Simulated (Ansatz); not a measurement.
What moves the pressure of Ca?

```xyz
1
Lattice="0.0000 2.7942 2.7942 2.7942 0.0000 2.7942 2.7942 2.7942 0.0000" Properties=species:S:1:pos:R:3 pbc="T T T"
Ca    0.0000    0.0000    0.0000
```

The cell is a measured one (Crystallography Open Database entry 9011033); the temperature and pressure of the measurement aren't taken into account, and nothing was relaxed.

Theory: DFT, PBE, all-electron LAPW, scalar-relativistic in Ansatz 0.2.0.

Sampling and basis: a Γ-centred 11×11×11 k mesh, Fermi–Dirac smearing of 0.05 eV, basis error target 1 meV/atom, no spin polarisation.

In this reference run the pressure is -0.6 GPa (positive in compression). Each change below is made alone, on the same k mesh, with fractional coordinates held unless an atom is moved; x, y and z are the Cartesian axes.

(1) Order the changes by the shift of the pressure, most negative first.
A. x and y strained by +3 %, z held
B. equal xy, yz and zx engineering shear strains of -2 %
C. volume scaled by 0.97
D. volume scaled by 1.03

Results:

(1) A (-0.8 GPa), D (-0.4 GPa), B (0.0 GPa), C (+0.5 GPa).
